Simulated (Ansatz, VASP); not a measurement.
One calculation of Ni, two programs

```
CELL_PARAMETERS angstrom
0.00000 1.77010 1.77010
1.77010 0.00000 1.77010
1.77010 1.77010 0.00000
ATOMIC_POSITIONS crystal
Ni 0.00000 0.00000 0.00000
```

Alike in both runs: task single point; functional PBE; k mesh 13 × 13 × 13; occupations fermi-dirac, width 0.1 eV; collinear spin.

```csv
,VASP,Ansatz
version,VASP 6.6.1,Ansatz 0.2.0
potentials or method,"VASP PAW PBE potentials, release 64 (Ni)","PAW, plane waves, scalar-relativistic"
plane-wave cutoff (eV),520,420
valence electrons in the cell,10,18
```

Ansatz gave:

```
pressure (GPa)                                                : -3.2
net moment per atom (μB)                                      : 0.63
size of the moment on the site where the two differ most (μB) : 0.67
```

**Question.** What did VASP give for the same quantities?

**Answer.** Pressure (GPa): -3.2; net moment per atom (μB): 0.62; size of the moment on the site where the two differ most (μB): 0.64.

Site moments also hang on the region over which each program counts them. The functional is the same, so the differences come from potentials, cutoffs and numerics. The two sets of potentials don't hold the same shells in valence.
